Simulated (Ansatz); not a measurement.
CuAu under changes of volume

One of the cells (14.556 Å³/atom); the others are scaled copies at fixed shape and fractional positions:

```
CELL_PARAMETERS angstrom
2.81075 0.00000 0.00000
0.00000 2.81075 0.00000
0.00000 0.00000 3.68500
ATOMIC_POSITIONS crystal
Au 0.00000 0.00000 0.00000
Cu 0.50000 0.50000 0.50000
```

```yaml
Program: Ansatz 0.2.0
Functional: HSE06
Potentials_or_basis: Ansatz PAW
Cutoff: "420 eV (not typed: the program's choice for these potentials)"
k_mesh: 6 × 6 × 4
Occupations: fermi-dirac, width 0.05 eV
Spin: no spin polarisation
```

```csv
volume (Å³/atom),energy over the lowest point (meV/atom),pressure (GPa)
13.683,?,?
13.974,23.75,9.6
14.265,9.84,5.9
14.556,2.19,2.7
14.847,0.00,-0.1
15.139,2.53,-2.6
15.430,9.30,-4.8
```

Q: What does the run at 13.683 Å³/atom give?

A: Energy over the lowest point 44.83 meV/atom; pressure 13.7 GPa.

Worked out: A Birch-Murnaghan fit of order 3 (a polynomial in V^(-2/3)) to the other rows has its minimum at 14.83 Å³/atom with B0 = V·E''(V) = 135 GPa and B' = 5.8 at fixed shape and positions, which overstates the stiffness. It gives 44.76 meV/atom at 13.683 Å³/atom, against the run's 44.83, and -dE/dV = 13.7 GPa, against 13.7.

Energies are extrapolated to zero smearing.

Caveats: all runs use coarse meshes; the PAW data sets come from PBE, with cores solved anew for the run's functional, which leaves a small shift of forces and pressure; the thresholds are loose for stress.
